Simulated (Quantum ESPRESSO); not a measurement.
**MnO: zone-centre phonons under several settings**

```xyz
2
Lattice="0.0000 2.2220 2.2220 2.2220 0.0000 2.2220 2.2220 2.2220 0.0000" Properties=species:S:1:pos:R:3 pbc="T T T"
Mn    0.0000    0.0000    0.0000
O     2.2220    2.2220    2.2220
```

All runs used Quantum ESPRESSO 7.5; potentials PseudoDojo 0.4.1 SR LDA standard; k mesh 4 × 4 × 4, shifted; collinear spin, ferromagnetic start; cutoff 1306 eV; occupations fermi-dirac, width 0.05 eV.

```csv
level,geometry,volume (Å³/atom),pressure (GPa),lowest optical mode without the field (cm⁻¹)
LDA,relaxed at 0 GPa,9.11,0.0,439
LDA,relaxed at 10 GPa,?,10.0,?
LDA,relaxed at 25 GPa,8.23,25.0,516
LDA,relaxed at 50 GPa,7.60,50.0,543
LDA,relaxed at 80 GPa,6.96,80.0,546
```

What stands in the row left open?

Volume 8.77 Å³/atom; lowest optical mode without the field 478 cm⁻¹.

Caveats: all runs use coarse meshes; the mesh is thin for the phonons of a metal; the volume moved by over 15 % at a fixed basis, so the end points are rough; a cell with one magnetic atom can't hold antiferromagnetic order, which such compounds often take; the cell is more than 3 GPa from zero pressure, which shifts response properties (some runs).

For the row left open. Caveat: the k mesh is coarse (spacing up to 0.61 Å⁻¹), so the values aren't converged; the mesh is thin for the phonons of a metal; the volume moved by over 15 % at a fixed basis, so the end points are rough; the cell is more than 3 GPa from zero pressure, which shifts response properties; a cell with one magnetic atom can't hold antiferromagnetic order, which such compounds often take.
